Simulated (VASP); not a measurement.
A run of VASP 6.6.1 is set up as follows.

File INCAR:

```
SYSTEM = Mn
PREC = Accurate
ENCUT = 520
EDIFF = 1E-6
ISMEAR = 0
SIGMA = 0.05
LREAL = .FALSE.
LASPH = .TRUE.
NELM = 120
ALGO = Fast
ISIF = 2
LWAVE = .FALSE.
LCHARG = .FALSE.
ISPIN = 2
MAGMOM = 4
LORBIT = 11
LMAXMIX = 4
LDIPOL = .TRUE.
IDIPOL = 3
DIPOL = 0.5 0.5 0.294
GGA = PE
IVDW = 2
IBRION = 2
NSW = 40
EDIFFG = -0.01
```

KPOINTS

```
regular mesh
0
G
  10 10 1
  0 0 0
```

The input POSCAR:

```
Mn
1.0
    2.6143200000      0.0000000000      0.0000000000
    0.0000000000      2.6143200000      0.0000000000
    0.0000000000      0.0000000000     23.8000000000
Mn
1
Selective dynamics
Direct
    0.0000000000      0.0000000000      0.2941200000  F F F
```

Potentials or basis: VASP PAW PBE potentials, release 64 (Mn_pv).

Command:

```sh
$ cat potpaw_PBE.64/Mn_pv/POTCAR > POTCAR
$ mpirun -np 1 vasp_std > vasp.out
```

Problem. Predict the site moments.

Solution. Mn +3.89 μB.

Problem. Predict the dispersion energy per atom.

Solution. -0.141 eV.

Problem. What does it give for the net moment?

Solution. 4.32 μB per cell.

Problem. Predict the band gap on the k mesh.

Solution. None (metal or under the smearing width).

Final structure:
```yaml
crystal:
  lattice:
    - [2.61432, 0.00000, 0.00000]
    - [0.00000, 2.61432, 0.00000]
    - [0.00000, 0.00000, 23.80000]
  atoms:
    - { symbol: Mn, position: [0.00000, 0.00000, 0.29412] }
```

Caveat: the relaxation stopped at its first step, so nothing moved; atom-pairwise D2, TS and ULG terms overbind metals.
